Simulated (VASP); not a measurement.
# Ba (Pm-3m) in VASP: notebook

Runs on Ba. Level: PBE. Tasks: single point.

Program: VASP 6.6.1. These are calculated values, not measurements. Logs are shortened: lines on timing, memory, paths and dates and some standing lists are left out, and cuts for length are marked.

**1. The crystal as given**

It takes space group Pm-3m (No. 221, cubic). The conventional cell has a = 3.918 Å, b = 3.918 Å, c = 3.918 Å, α = 90.00°, β = 90.00°, γ = 90.00°. Around Ba (site symmetry m-3m) lie 6 Ba at 3.92 Å.

This isn't the form of Ba at room conditions, which is bcc.

**2. Single point, PBE**

INCAR

```
PREC = Accurate
ENCUT = 700
EDIFF = 1E-6
ISMEAR = 1
SIGMA = 0.2
LREAL = F
LASPH = T
NELM = 100
ALGO = Normal
ISIF = 2
LWAVE = F
LCHARG = F
GGA = PE
ADDGRID = F
```

KPOINTS

```
regular mesh
0
Gamma
  6 6 6
```

POSCAR

```
Ba
1.0
    3.9177175405      0.0000000000      0.0000000000
    0.0000000000      3.9177175405      0.0000000000
    0.0000000000      0.0000000000      3.9177175405
Ba
1
Direct
    0.0000000000      0.0000000000      0.0000000000
```

Potentials or basis: VASP PAW PBE potentials, release 64 (Ba_sv).

Launch:

```console
$ cat potpaw_PBE.64/Ba_sv/POTCAR > POTCAR
$ mpirun -np 1 vasp_std > vasp.out
```

OUTCAR:

```text
PREC = Accurate
   ENCUT = 700
   EDIFF = 1E-6
   ISMEAR = 1
   LREAL = F
   LASPH = T
   NELM = 100
   ISIF = 2
   GGA = PE

 Found     20 irreducible k-points:

 Following reciprocal coordinates:
            Coordinates               Weight
  0.000000  0.000000  0.000000      1.000000
  0.166667  0.000000  0.000000      6.000000
  0.333333  0.000000  0.000000      6.000000
  0.500000  0.000000  0.000000      3.000000
  0.166667  0.166667  0.000000     12.000000
  0.333333  0.166667  0.000000     24.000000
   k-points           NKPTS =     20   k-points in BZ     NKDIM =     20   number of bands    NBANDS=      9
   number of dos      NEDOS =    301   number of ions     NIONS =      1
   total plane-waves  NPLWV =  46656
   dimension x,y,z NGX =    36 NGY =   36 NGZ =   36
   dimension x,y,z NGXF=    72 NGYF=   72 NGZF=   72
   ions per type =               1
   NGX,Y,Z   is equivalent  to a cutoff of  15.28, 15.28, 15.28 a.u.
   NGXF,Y,Z  is equivalent  to a cutoff of  30.55, 30.55, 30.55 a.u.
 SYSTEM =  unknown system
   PREC   = accura    normal or accurate (medium, high low for compatibility)
   ISTART =      0    job   : 0-new  1-cont  2-samecut
   ICHARG =      2    charge: 1-file 2-atom 10-const
   ISPIN  =      1    spin polarized calculation?
   LNONCOLLINEAR =      F non collinear calculations
   LSORBIT =      F    spin-orbit coupling
   LASPH  =      T    aspherical Exc in radial PAW
   ENCUT  =  700.0 eV  51.45 Ry    7.17 a.u.   8.45  8.45  8.45*2*pi/ulx,y,z
   NELM   =    100;   NELMIN=  2; NELMDL= -5     # of ELM steps
   EDIFF  = 0.1E-05   stopping-criterion for ELM
   LREAL  =      F    real-space projection
   EDIFFG = 0.1E-04   stopping-criterion for IOM
   NSW    =      0    number of steps for IOM
   IBRION =     -1    ionic relax: 0-MD 1-quasi-New 2-CG
   NFREE  =      0    steps in history (QN), initial steepest desc. (CG)
   ISIF   =      2    stress and relaxation
   ISYM   =      2    0-nonsym 1-usesym 2-fastsym
   POTIM  = 0.5000    time-step for ionic-motion
   TEBEG  =    0.0;   TEEND  =   0.0 temperature during run
   PSTRESS=    0.0 pullay stress
   NELECT =      10.0000    total number of electrons
   NUPDOWN=      -1.0000    fix difference up-down
   EMIN   =  10.00;   EMAX   =-10.00  energy-range for DOS
   EFERMI =   0.00;   METHOD = LEGACY
   ISMEAR =     1;   SIGMA  =   0.20  broadening in eV -4-tet -1-fermi 0-gaus
   EFERMI_NEDOS =   21; number of points for ismear=-14 and -15
   IALGO  =     38    algorithm
   IMIX   =      4    mixing-type and parameters
     AMIX     =   0.40;   BMIX     =  1.00
     AMIX_MAG =   1.60;   BMIX_MAG =  1.00
  volume/ion in A,a.u.               =      60.13       405.78
  Fermi-wavevector in a.u.,A,eV,Ry     =   0.900275  1.701272 11.027448  0.810495
  Thomas-Fermi vector in A             =   2.023212
   LORBIT       =      0    0 simple, 1 ext, 2 COOP (PROOUT), +10 PAW based schemes
   GGA     = PE    functional components
   LHFCALC =     F    Hartree Fock is set to
   AEXX    =    0.0000 exact exchange contribution
   IVDW    =     0    specifies the selected vdW correction
   LEPSILON=     F    determine dielectric tensor
   LRPA    =     F    only Hartree local field effects (RPA)
 non-spin polarized calculation
 Methfessel and Paxton  Order N= 1 SIGMA  =   0.20
  energy-cutoff  :      700.00
  volume of cell :       60.13
 maximum number of plane-waves:      2560
 NGX is ok and might be reduce to    36
   NGX = 17   NGY = 17   NGZ = 17

 number of electron      10.0000000 magnetization

 Free energy of the ion-electron system (eV)
  ---------------------------------------------------
  ext. energy  EPLUGINS =         0.00000000
  ---------------------------------------------------
  free energy    TOTEN  =        -1.58686956 eV

  energy without entropy =       -1.59233060  energy(sigma->0) =       -1.58868991

 E-fermi :   1.8462     XC(G=0):  -7.5406

 val. band max:        1.8215667690   @ k =   0.5000   0.1667   0.1667
 cond. band min:       1.8950957315   @ k =   0.1667   0.0000   0.0000
 fundamental gap:      0.0735289625
 Fermi energy:         1.8461797258

 k-point     1 :       0.0000    0.0000    0.0000
  band No.  band energies     occupation
      1     -27.3875      2.00000
      2     -12.2023      2.00000
      3     -12.2023      2.00000
      4     -12.2023      2.00000
      5      -0.8497      2.00000
      6       1.7669      1.61608
      7       1.7669      1.61608
      8       6.7176      0.00000
      9       6.7176      0.00000

 k-point     2 :       0.1667    0.0000    0.0000
  band No.  band energies     occupation
      1     -27.3714      2.00000
      2     -12.4070      2.00000
      3     -12.1846      2.00000
      4     -12.1846      2.00000
      5      -0.4484      2.00000
      6       1.8951      0.59945
      7       2.1902     -0.03534
      8       5.8478      0.00000
      9       5.8478      0.00000

 k-point     3 :       0.3333    0.0000    0.0000
  band No.  band energies     occupation
      1     -27.3389      2.00000
      2     -12.7855      2.00000
      3     -12.1487      2.00000
      4     -12.1487      2.00000
      5       0.4277      2.00000
      6       2.1861     -0.03712
      7       2.7885     -0.00000
      8       4.7992     -0.00000
      9       4.7992     -0.00000

 k-point     4 :       0.5000    0.0000    0.0000
  band No.  band energies     occupation
      1     -27.3225      2.00000
      2     -12.9617      2.00000
      3     -12.1306      2.00000
      4     -12.1306      2.00000
      5       1.0604      2.00000
      6       2.3549     -0.00190
      7       2.5795     -0.00000
      8       4.4059     -0.00000
      9       4.4059     -0.00000

 k-point     5 :       0.1667    0.1667    0.0000
  band No.  band energies     occupation
      1     -27.3554      2.00000
      2     -12.3966      2.00000
      3     -12.3761      2.00000
      4     -12.1671      2.00000
      5      -0.0562      2.00000
      6       2.1508     -0.05322
      7       2.4847     -0.00006
      8       4.9063     -0.00000
      9       5.7810     -0.00000

 k-point     6 :       0.3333    0.1667    0.0000
  band No.  band energies     occupation
      1     -27.3232      2.00000
      2     -12.7602      2.00000
      3     -12.3442      2.00000
      4     -12.1317      2.00000
      5       0.7771      2.00000
      6       2.3529     -0.00199
      7       2.8953     -0.00000
      8       4.4136     -0.00000
      9       4.9016     -0.00000

 [... further k-points ...]
[... 5 lines left out ...]
  --------------------------------------------------------------------------------------
  -------------------------------------------------------------------------------------
  Total        0.0733794      0.0733794      0.0733794      0.0000000     -0.0000000      0.0000000
  in kB        1.9551738      1.9551738      1.9551738      0.0000000     -0.0000000      0.0000000
  external PRESSURE =       1.9551738 kB  Pullay stress =       0.0000000 kB

 VOLUME and BASIS-vectors are now :
 -----------------------------------------------------------------------------
  energy-cutoff  :      700.00
  volume of cell :       60.13
      direct lattice vectors                 reciprocal lattice vectors
     3.917717540  0.000000000  0.000000000     0.255250663  0.000000000  0.000000000
     0.000000000  3.917717540  0.000000000     0.000000000  0.255250663  0.000000000
     0.000000000  0.000000000  3.917717540     0.000000000  0.000000000  0.255250663

 POSITION                                       TOTAL-FORCE (eV/Angst)
 -----------------------------------------------------------------------------------
      0.00000      0.00000      0.00000         0.000000      0.000000      0.000000
 -----------------------------------------------------------------------------------
    total drift:                                0.000000      0.000000      0.000000

  FREE ENERGIE OF THE ION-ELECTRON SYSTEM (eV)
  ---------------------------------------------------
  free  energy   TOTEN  =        -1.5868695642 eV

  energy  without entropy=       -1.5923306009  energy(sigma->0) =       -1.58868991
```

It took 13 s on 1 thread of Intel Xeon Platinum 8259CL at 2.50GHz (Skylake/Cascade Lake), shared host; peak memory 0.2 GiB.

These settings aren't checked as converged: the numbers below hold their error.

What came out:

```yaml
Free_energy: -1.5869 eV
Pressure: 0.2 GPa
Band_gap_on_the_k_mesh: none (metal or under the smearing width)
```

**3. Single point, PBE**

INCAR is that of step 2.

KPOINTS is that of step 2.

POSCAR

```
Ba
1.0
    3.9784390000     -0.0454340000      0.0410850000
   -0.0454340000      3.9110040000      0.0402290000
    0.0410850000      0.0402290000      3.8659060000
Ba
1
Direct
   -0.0007550000      0.0095990000     -0.0077320000
```

Potentials or basis: VASP PAW PBE potentials, release 64 (Ba_sv).

Launch:

```console
$ cat potpaw_PBE.64/Ba_sv/POTCAR > POTCAR
$ mpirun -np 1 vasp_std > vasp.out
```

It took 48 s on 1 thread of Intel Xeon Platinum 8259CL at 2.50GHz (Skylake/Cascade Lake), shared host; peak memory 0.27 GiB.

These settings aren't checked as converged: the numbers below hold their error.

Results:

```yaml
Free_energy: -1.5848 eV
Pressure: 0.2 GPa
Band_gap_on_the_k_mesh: none (metal or under the smearing width)
```

**4. Single point, PBE**

INCAR: that of step 3 with these lines changed.

```diff
@@ -1,3 +1,3 @@
 PREC = Accurate
-ENCUT = 700
+ENCUT = 250
 EDIFF = 1E-6
```

KPOINTS

```
regular mesh
0
Gamma
  11 11 11
```

POSCAR

```
Ba
1.0
    3.9177175405      0.0000000000      0.0000000000
    0.0000000000      3.9177175405      0.0000000000
    0.0000000000      0.0000000000      3.9177175405
Ba
1
Direct
    0.0000000000      0.0000000000      0.0000000000
```

Launch:

```console
$ cat potpaw_PBE.64/Ba_sv/POTCAR > POTCAR
$ mpirun -np 1 vasp_std > vasp.out
```

Wall time 6.3 s (1 thread of Intel Xeon Platinum 8259CL at 2.50GHz (Skylake/Cascade Lake), shared host); peak memory 0.12 GiB.

These settings aren't checked as converged: the numbers below hold their error.

Results:

```
Free energy            : -1.5972 eV
Pressure               : 0.3 GPa
Band gap on the k mesh : 0.07 eV, indirect (least direct gap 0.09 eV)
```

Caveat: spin-orbit coupling is left out, which moves the levels of the heavy elements; an odd mesh through Γ misses points on the zone boundary, where band edges often lie.
